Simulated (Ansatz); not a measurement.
# Li (hP4 type): how the settings move a single-point run

Question: which choices in the input matter for Li (hP4 type)?

Program: Ansatz 0.2.0. Level of theory: reference: DFT, PBE, PAW with Ansatz's default frozen-core files, scalar-relativistic. These are calculated values, not measurements.

## Step 1: The structure to begin with

It takes space group P6_3/mmc (No. 194, hexagonal). Conventional cell: a = 2.810 Å, b = 2.810 Å, c = 8.862 Å, α = 90.00°, β = 90.00°, γ = 120.00°. Li (site symmetry -3m) has 12 Li at 2.75 to 2.81 Å as nearest neighbours. Around Li (site symmetry -6m2) lie 12 Li at 2.75 to 2.81 Å.

As a file:

```cif
data_structure
_symmetry_space_group_name_H-M 'P 1'
_symmetry_Int_Tables_number 1
_cell_length_a 2.8100
_cell_length_b 2.8100
_cell_length_c 8.8617
_cell_angle_alpha 90.000
_cell_angle_beta 90.000
_cell_angle_gamma 120.000
_cell_volume 60.60
loop_
_atom_site_label
_atom_site_type_symbol
_atom_site_fract_x
_atom_site_fract_y
_atom_site_fract_z
_atom_site_occupancy
Li1 Li 0.00000 0.00000 0.00000 1
Li2 Li 0.00000 0.00000 0.50000 1
Li3 Li 0.33333 0.66667 0.25000 1
Li4 Li 0.66667 0.33333 0.75000 1
```

## Step 2: Baseline

input.yaml

```yaml
crystal:
  lattice:
    - [2.8100210103, 0.0, 0.0]
    - [-1.4050105052, 2.4335495801, 0.0]
    - [0.0, 0.0, 8.8616707004]
  atoms:
    - { symbol: Li, position: [0.0, 0.0, 0.0] }
    - { symbol: Li, position: [0.0, 0.0, 0.5] }
    - { symbol: Li, position: [0.3333333333, 0.6666666667, 0.25] }
    - { symbol: Li, position: [0.6666666667, 0.3333333333, 0.75] }
kpoints:
  mp_grid: { grid: [10, 10, 6] }
scf:
  occupations: { method: fermi_dirac, width: 0.05 }
hamiltonian:
  xc: pbe
  pseudopotentials: { kind: paw }
output:
  forces: true
  stress: true
  eigenvalues: true
  populations: true
```

The run is started by

```console
$ ansatz run input.yaml --threads 1 --pin off --max-ram 3072MiB --backend cpu --events-out ev --progress --plain --runs-dir out
```

## Step 3: Variant: xc revpbe

input.yaml: that of step 2 with these lines changed.

```diff
@@ -15,3 +15,3 @@
 hamiltonian:
-  xc: pbe
+  xc: revpbe
   pseudopotentials: { kind: paw }
```

Q: Predict the outcome of this session. Wanted: for each run, ending; energy change; pressure; gap; force.

The runs gave:

| run | ending | energy change | pressure (GPa) | gap (eV) | force (eV/Å) | cycles | time |
| --- | --- | --- | --- | --- | --- | --- | --- |
| reference | converged | - | 6.4 | 0.00 | 0.00 | 6 | 1.7 s |
| 1: xc revpbe | converged | not comparable | 7.4 | 0.00 | 0.00 | 6 | 1.7 s |

Residual by cycle in the longest SCF loop of each run; runs are numbered as in the table. The quantity is the density residual dr2, in eV.

| cycle | reference | run 1 |
| --- | --- | --- |
| 1 | 2.0e-4 | 6.0e-4 |
| 2 | 9.3e-5 | 2.1e-4 |
| 3 | 3.9e-7 | 9.9e-6 |
| 4 | 5.2e-8 | 3.9e-6 |
| 5 | 7.9e-9 | 1.8e-9 |
| 6 | 2.6e-10 | 6.6e-11 |

Total energies don't compare across a change of functional; the pressure goes from 6.4 to 7.4 GPa. At this fixed cell a higher pressure means that this functional prefers a larger volume than the reference.
